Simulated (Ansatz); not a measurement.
**FeSi (Pm-3m): equation of state**

Aim: the bulk modulus of FeSi (Pm-3m) from energies at several volumes around the relaxed one.

Computed with Ansatz 0.2.0 (DFT LDA, scalar-relativistic, plane waves, PAW, unless a step's input says otherwise).

**1. The starting structure**

Symmetry: Pm-3m, No. 221, cubic system. Conventional cell: a = 2.709 Å, b = 2.709 Å, c = 2.709 Å, α = 90.00°, β = 90.00°, γ = 90.00°. Around Fe (site symmetry m-3m) lie 8 Si at 2.35 Å. Around Si (site symmetry m-3m) lie 8 Fe at 2.35 Å.

Structure file:

```cif
data_structure
_symmetry_space_group_name_H-M 'Pm-3m'
_symmetry_Int_Tables_number 221
_cell_length_a 2.7091
_cell_length_b 2.7091
_cell_length_c 2.7091
_cell_angle_alpha 90.000
_cell_angle_beta 90.000
_cell_angle_gamma 90.000
_cell_volume 19.88
loop_
_atom_site_label
_atom_site_type_symbol
_atom_site_symmetry_multiplicity
_atom_site_Wyckoff_symbol
_atom_site_fract_x
_atom_site_fract_y
_atom_site_fract_z
_atom_site_occupancy
Fe1 Fe 1 b 0.50000 0.50000 0.50000 1
Si1 Si 1 a 0.00000 0.00000 0.00000 1
```

An earlier run at LDA left this cell at 9.941 Å³/atom and 0.00 GPa (16×16×16 mesh).

Volume factors to run: 0.980, 1.020, 0.960, 1.040.

**2. Volume × 0.980**

input.yaml reads:

```yaml
crystal:
  lattice:
    - [2.6909063703, 0.0, 0.0]
    - [0.0, 2.6909063703, 0.0]
    - [0.0, 0.0, 2.6909063703]
  atoms:
    - { symbol: Fe, position: [0.5, 0.5, 0.5] }
    - { symbol: Si, position: [0.0, 0.0, 0.0] }
basis:
  ecutwfc: 420
  ecutrho_ratio: 4
kpoints:
  mp_grid: { grid: [16, 16, 16] }
hamiltonian:
  xc: lda
scf:
  occupations: { method: gaussian, width: 0.05 }
output:
  forces: true
  stress: true
  eigenvalues: true
```

On the command line:

```bash
ansatz run input.yaml --threads 2 --pin off --max-ram 5120MiB --backend cpu --events-out ev --progress --plain --runs-dir out
```

Output, shortened:

```text
Warning: RAYON_NUM_THREADS=2 ignored (pool sized by the plan → 2); use --threads N
[...]
Pseudopotentials: kind: paw
Pseudopotential: Fe, paw, valence charge 16, recommended cutoff 420 eV (normal), Fe.paw.azcp
Pseudopotential: Si, paw, valence charge 4, recommended cutoff 420 eV (normal), Si.paw.azcp
Functional definition: SPW92
[...]
Crystal: 2 atoms, lattice volume = 19.485 Å³
Basis set: ecut = 420 eV, 389 PW (Γ)
Bands: 14, of which v1, the nominal top of the filled ones, is band 10 counted from 1 (9 counted from 0)
Symmetry: 48 space group operations
Space group: Pm-3m (ITA 221), of the structure as read, at distance tolerance 2.7e-5 Å
k-points: 165 of 4096
[...]
SCF iter   1: F=—  HF=-5029.996849 eV  |F-HF|=—  |Δ(HF+E_count)|=         —  Δρ=2.35e-2  dr2=6.22e-2  ethr=1.77e-3  ⟨swp⟩=5.1  Hψ=11944  notcnv=0
[...]
SCF iter   6: F=-5029.989080 eV  HF=-5029.989080 eV  |F-HF|=5.62e-10  |Δ(HF+E_count)|=   1.73e-9  Δρ=3.01e-6  dr2=5.07e-10  ethr=5.00e-10  ⟨swp⟩=4.8  Hψ=9559  notcnv=0
[...]
SCF converged after 6 iterations
Free energy (F): -5029.989080 eV
[...]
E sigma→0 (E₀):  -5029.988590 eV
Entropy (-TS):   -0.000979 eV (-0.490 meV/atom)
Fermi energy:    19.636637 eV
[...]
--- Forces (eV/Å), atoms counted from 1 ---
  atom   1  Fe     0.00000000     0.00000000     0.00000000
  atom   2  Si    -0.00000000     0.00000000     0.00000000
[...]
--- Stress (GPa, compression-positive) ---
        5.789798       0.000000       0.000000
        0.000000       5.789798       0.000000
        0.000000       0.000000       5.789798
  P = ⅓ Tr σ = 5.7898 GPa (57.898 kbar)
--- Band table (eV; the first three rows and the last of 165) ---
  k-point 0: bands = ["-66.8731", "-33.3281", "-33.3281", "-33.3281", "4.7433", "15.3088", "15.3088", "18.7084", "18.7084", "18.7084", "23.1249", "23.1249", "23.1249", "28.0066"]
[...]
```

It took 1.6 s on 2 threads of Arm Neoverse V1, shared host; peak memory 0.32 GiB.

Result: volume 9.742 Å³/atom, pressure 5.79 GPa, a metal on this mesh.

**3. Volume × 1.020**

Changes to input.yaml since step 2:

```diff
@@ -2,5 +2,5 @@
   lattice:
-    - [2.6909063703, 0.0, 0.0]
-    - [0.0, 2.6909063703, 0.0]
-    - [0.0, 0.0, 2.6909063703]
+    - [2.7270302294, 0.0, 0.0]
+    - [0.0, 2.7270302294, 0.0]
+    - [0.0, 0.0, 2.7270302294]
   atoms:
```

On the command line:

```bash
ansatz run input.yaml --threads 2 --pin off --max-ram 5120MiB --backend cpu --events-out ev --progress --plain --runs-dir out
```

Output, shortened:

```text
Warning: RAYON_NUM_THREADS=2 ignored (pool sized by the plan → 2); use --threads N
[...]
Pseudopotentials: kind: paw
Pseudopotential: Fe, paw, valence charge 16, recommended cutoff 420 eV (normal), Fe.paw.azcp
Pseudopotential: Si, paw, valence charge 4, recommended cutoff 420 eV (normal), Si.paw.azcp
Functional definition: SPW92
[...]
Crystal: 2 atoms, lattice volume = 20.280 Å³
Basis set: ecut = 420 eV, 389 PW (Γ)
Bands: 14, of which v1, the nominal top of the filled ones, is band 10 counted from 1 (9 counted from 0)
Symmetry: 48 space group operations
Space group: Pm-3m (ITA 221), of the structure as read, at distance tolerance 2.7e-5 Å
k-points: 165 of 4096
[...]
SCF iter   1: F=—  HF=-5029.998880 eV  |F-HF|=—  |Δ(HF+E_count)|=         —  Δρ=2.40e-2  dr2=6.81e-2  ethr=1.77e-3  ⟨swp⟩=4.9  Hψ=11918  notcnv=0
[...]
SCF iter   6: F=-5029.989971 eV  HF=-5029.989971 eV  |F-HF|=1.73e-11  |Δ(HF+E_count)|=  4.86e-10  Δρ=6.17e-7  dr2=2.52e-11  ethr=5.38e-11  ⟨swp⟩=1.5  Hψ=7240  notcnv=0
[...]
SCF converged after 6 iterations
Free energy (F): -5029.989971 eV
[...]
E sigma→0 (E₀):  -5029.989556 eV
Entropy (-TS):   -0.000830 eV (-0.415 meV/atom)
Fermi energy:    18.723096 eV
[...]
--- Forces (eV/Å), atoms counted from 1 ---
  atom   1  Fe     0.00000000     0.00000000     0.00000000
  atom   2  Si     0.00000000     0.00000000     0.00000000
[...]
--- Stress (GPa, compression-positive) ---
       -4.917437       0.000000       0.000000
       -0.000000      -4.917437       0.000000
        0.000000       0.000000      -4.917437
  P = ⅓ Tr σ = -4.9174 GPa (-49.174 kbar)
--- Band table (eV; the first three rows and the last of 165) ---
  k-point 0: bands = ["-67.7053", "-34.1616", "-34.1616", "-34.1616", "4.2119", "14.6710", "14.6710", "17.8694", "17.8694", "17.8694", "22.0959", "22.0959", "22.0959", "26.9914"]
[...]
```

Wall time 1.6 s (2 threads of Arm Neoverse V1, shared host); peak memory 0.32 GiB.

Read off: volume 10.140 Å³/atom, pressure -4.92 GPa, metallic.

**4. Scaling the volume by 0.960**

Changes to input.yaml since step 3:

```diff
@@ -2,5 +2,5 @@
   lattice:
-    - [2.7270302294, 0.0, 0.0]
-    - [0.0, 2.7270302294, 0.0]
-    - [0.0, 0.0, 2.7270302294]
+    - [2.6724749263, 0.0, 0.0]
+    - [0.0, 2.6724749263, 0.0]
+    - [0.0, 0.0, 2.6724749263]
   atoms:
```

On the command line:

```bash
ansatz run input.yaml --threads 2 --pin off --max-ram 5120MiB --backend cpu --events-out ev --progress --plain --runs-dir out
```

Output, shortened:

```text
Warning: RAYON_NUM_THREADS=2 ignored (pool sized by the plan → 2); use --threads N
[...]
Pseudopotentials: kind: paw
Pseudopotential: Fe, paw, valence charge 16, recommended cutoff 420 eV (normal), Fe.paw.azcp
Pseudopotential: Si, paw, valence charge 4, recommended cutoff 420 eV (normal), Si.paw.azcp
Functional definition: SPW92
[...]
Crystal: 2 atoms, lattice volume = 19.087 Å³
Basis set: ecut = 420 eV, 365 PW (Γ)
Bands: 14, of which v1, the nominal top of the filled ones, is band 10 counted from 1 (9 counted from 0)
Symmetry: 48 space group operations
Space group: Pm-3m (ITA 221), of the structure as read, at distance tolerance 2.7e-5 Å
k-points: 165 of 4096
[...]
SCF iter   1: F=—  HF=-5029.974188 eV  |F-HF|=—  |Δ(HF+E_count)|=         —  Δρ=2.31e-2  dr2=5.85e-2  ethr=1.77e-3  ⟨swp⟩=5.2  Hψ=12008  notcnv=0
[...]
SCF iter   6: F=-5029.967294 eV  HF=-5029.967294 eV  |F-HF|=5.02e-10  |Δ(HF+E_count)|=   2.16e-9  Δρ=2.98e-6  dr2=6.72e-10  ethr=6.53e-11  ⟨swp⟩=2.2  Hψ=7705  notcnv=0
[...]
SCF converged after 6 iterations
Free energy (F): -5029.967294 eV
[...]
E sigma→0 (E₀):  -5029.966794 eV
Entropy (-TS):   -0.000999 eV (-0.500 meV/atom)
Fermi energy:    20.129559 eV
[...]
--- Forces (eV/Å), atoms counted from 1 ---
  atom   1  Fe     0.00000000    -0.00000000     0.00000000
  atom   2  Si    -0.00000000     0.00000000    -0.00000000
[...]
--- Stress (GPa, compression-positive) ---
       11.932484      -0.000000      -0.000000
        0.000000      11.932484       0.000000
        0.000000       0.000000      11.932484
  P = ⅓ Tr σ = 11.9325 GPa (119.325 kbar)
--- Band table (eV; the first three rows and the last of 165) ---
  k-point 0: bands = ["-66.4284", "-32.8826", "-32.8826", "-32.8826", "5.0264", "15.6477", "15.6477", "19.1560", "19.1560", "19.1560", "23.6693", "23.6693", "23.6693", "28.5443"]
[...]
```

Run time: 1.6 s. Hardware: 2 threads of Arm Neoverse V1, shared host; peak memory 0.32 GiB.

Read off: volume 9.544 Å³/atom, pressure 11.93 GPa, no gap.

**5. At 1.040 of the relaxed volume**

Changes to input.yaml since step 4:

```diff
@@ -2,5 +2,5 @@
   lattice:
-    - [2.6724749263, 0.0, 0.0]
-    - [0.0, 2.6724749263, 0.0]
-    - [0.0, 0.0, 2.6724749263]
+    - [2.7447387141, 0.0, 0.0]
+    - [0.0, 2.7447387141, 0.0]
+    - [0.0, 0.0, 2.7447387141]
   atoms:
```

On the command line:

```bash
ansatz run input.yaml --threads 2 --pin off --max-ram 5120MiB --backend cpu --events-out ev --progress --plain --runs-dir out
```

Output, shortened:

```text
Warning: RAYON_NUM_THREADS=2 ignored (pool sized by the plan → 2); use --threads N
[...]
Pseudopotentials: kind: paw
Pseudopotential: Fe, paw, valence charge 16, recommended cutoff 420 eV (normal), Fe.paw.azcp
Pseudopotential: Si, paw, valence charge 4, recommended cutoff 420 eV (normal), Si.paw.azcp
Functional definition: SPW92
[...]
Crystal: 2 atoms, lattice volume = 20.678 Å³
Basis set: ecut = 420 eV, 437 PW (Γ)
Bands: 14, of which v1, the nominal top of the filled ones, is band 10 counted from 1 (9 counted from 0)
Symmetry: 48 space group operations
Space group: Pm-3m (ITA 221), of the structure as read, at distance tolerance 2.7e-5 Å
k-points: 165 of 4096
[...]
SCF iter   1: F=—  HF=-5029.980331 eV  |F-HF|=—  |Δ(HF+E_count)|=         —  Δρ=2.37e-2  dr2=6.73e-2  ethr=1.77e-3  ⟨swp⟩=4.8  Hψ=11837  notcnv=0
[...]
SCF iter   6: F=-5029.971688 eV  HF=-5029.971688 eV  |F-HF|=1.36e-9  |Δ(HF+E_count)|=   4.22e-9  Δρ=6.10e-6  dr2=4.08e-9  ethr=5.00e-10  ⟨swp⟩=4.9  Hψ=9594  notcnv=0
[...]
SCF converged after 6 iterations
Free energy (F): -5029.971688 eV
[...]
E sigma→0 (E₀):  -5029.971280 eV
Entropy (-TS):   -0.000814 eV (-0.407 meV/atom)
Fermi energy:    18.306369 eV
[...]
--- Forces (eV/Å), atoms counted from 1 ---
  atom   1  Fe     0.00000000     0.00000000     0.00000000
  atom   2  Si    -0.00000000     0.00000000     0.00000000
[...]
--- Stress (GPa, compression-positive) ---
       -9.741713       0.000000       0.000000
        0.000000      -9.741713       0.000000
        0.000000       0.000000      -9.741713
  P = ⅓ Tr σ = -9.7417 GPa (-97.417 kbar)
--- Band table (eV; the first three rows and the last of 165) ---
  k-point 0: bands = ["-68.0916", "-34.5486", "-34.5486", "-34.5486", "3.9609", "14.3726", "14.3726", "17.4785", "17.4785", "17.4785", "21.6070", "21.6070", "21.6070", "26.5108"]
[...]
```

It took 1.6 s on 2 threads of Arm Neoverse V1, shared host; peak memory 0.33 GiB.

Result: volume 10.339 Å³/atom, pressure -9.74 GPa, a metal on this mesh.

**6. The fit**

Energies have the smearing extrapolated to zero and count from the lowest point.

| volume (Å³/atom) | energy (meV/atom) | pressure (GPa) | gap (eV) |
| --- | --- | --- | --- |
| 9.544 | 14.41 | 11.93 | metal |
| 9.742 | 3.51 | 5.79 | metal |
| 9.941 | 0.00 | 0.00 | metal |
| 10.140 | 3.03 | -4.92 | metal |
| 10.339 | 12.17 | -9.74 | metal |

volume (Å³/atom), energy (meV/atom) and a bar:
```
     9.54       14.4 ##############################
     9.74        3.5 #######
     9.94        0.0 
    10.14        3.0 ######
    10.34       12.2 #########################
```

**7. Summary of results**

```
          quantity           value
                V0   9.945 Å³/atom
                B0         267 GPa
               B0′             3.8
scatter of the fit  0.019 meV/atom
```

**Reading.** A third-order Birch–Murnaghan fit puts the minimum at 9.95 Å³/atom with a bulk modulus of 267 GPa, a stiff solid. One per cent of compression takes about 2.7 GPa. These are values at 0 K without zero-point motion. Spin polarisation wasn't allowed in this run.
